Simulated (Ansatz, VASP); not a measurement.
**One calculation of Al3Cu, two programs**

```
Al Cu
1.0
     3.92415    0.00000    0.00000
     0.00000    3.92415    0.00000
     0.00000    0.00000    3.92415
Al Cu
3 1
Direct
  0.00000 0.50000 0.50000
  0.50000 0.00000 0.50000
  0.50000 0.50000 0.00000
  0.00000 0.00000 0.00000
```

The cell comes from a database or a generator and needn't be the stable form of this composition.

Alike in both runs: task single point; functional PBEsol; dispersion D4; k mesh 5 × 5 × 5; no spin polarisation.

|  | VASP | Ansatz |
| --- | --- | --- |
| version | VASP 6.6.1 | Ansatz 0.2.0 |
| potentials or method | VASP PAW PBE potentials, release 64 (Al, Cu) | plane waves, PAW |
| plane-wave cutoff (eV) | 520 | 420 |
| occupations | methfessel-paxton of order 1, width 0.15 eV | cold, width 0.15 eV |
| valence electrons in the cell | 20 | 28 |

Ansatz gave:

```
gap on the k mesh at the Fermi level (eV) : none
dispersion energy (meV/atom)              : -226.2
```

Task: Estimate VASP's values.

Result: gap on the k mesh at the Fermi level (eV): none; dispersion energy (meV/atom): -226.0.

A gap of «none» marks a metal or a gap that the smearing closes. The two sets of potentials don't hold the same shells in valence.
